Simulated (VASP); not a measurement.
GaP:

```
CELL_PARAMETERS angstrom
0.00000 2.72525 2.72525
2.72525 0.00000 2.72525
2.72525 2.72525 0.00000
ATOMIC_POSITIONS crystal
Ga 0.00000 0.00000 0.00000
P 0.25000 0.25000 0.25000
```

Base run:

```yaml
Program: VASP 6.6.1
Functional: r2SCAN
Potentials_or_basis: VASP PAW PBE potentials, release 64 (Ga_d, P)
Cutoff: 520 eV
k_mesh: 7 × 7 × 7
Occupations: fermi-dirac, width 0.02 eV
Spin: no spin polarisation
```

Its results: band gap on the k mesh 1.85 eV, indirect (least direct gap 2.34 eV); pressure 0.0 GPa.

The run is repeated on the same cell with these changes: functional from r2SCAN to HSE06; k mesh from 7 × 7 × 7 to 5 × 5 × 5. What comes out?

Band gap on the k mesh 2.31 eV, indirect (least direct gap 2.83 eV); pressure 0.6 GPa.

Several settings changed at once, so the effect can't be laid on one alone.

Caveats: the PAW data sets were made with another functional, which shifts forces and pressure a little; an odd mesh through Γ misses points on the zone boundary, where band edges often lie.

Not every run made on this cell is shown here.
